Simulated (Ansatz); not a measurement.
TaN:

```
CELL_PARAMETERS angstrom
0.00000 2.21132 2.21132
2.21132 0.00000 2.21132
2.21132 2.21132 0.00000
ATOMIC_POSITIONS crystal
Ta 0.50000 0.50000 0.50000
N 0.00000 0.00000 0.00000
```

The cell comes from a database or a generator and needn't be the stable form of this composition.

Base run:

| Property | Result |
| --- | --- |
| Program | Ansatz 0.2.0 |
| Functional | revPBE |
| Potentials or basis | Ansatz PAW |
| Cutoff | 420 eV (not typed: the program's choice for these potentials) |
| k mesh | 10 × 10 × 10 |
| Occupations | fermi-dirac, width 0.05 eV |
| Spin | no spin polarisation |

Its results: band gap on the k mesh none (metal or under the smearing width); pressure 2.0 GPa.

Question: After a change of settings the same cell gave: band gap on the k mesh none (metal or under the smearing width); pressure -6.2 GPa. Which change was it?
A. functional from revPBE to PBEsol
B. functional from revPBE to BLYP
C. functional from revPBE to r2SCAN; cutoff from 420 eV (not typed: the program's choice for these potentials) to 500 eV (not typed: the program's choice for these potentials)
D. functional from revPBE to RPBE

Answer: C.

Caveats: spin-orbit coupling is left out, which moves the levels of the heavy elements; the PAW data sets come from PBE, with cores solved anew for the run's functional, which leaves a small shift of forces and pressure.

Runs at the PBE level aren't shown here.
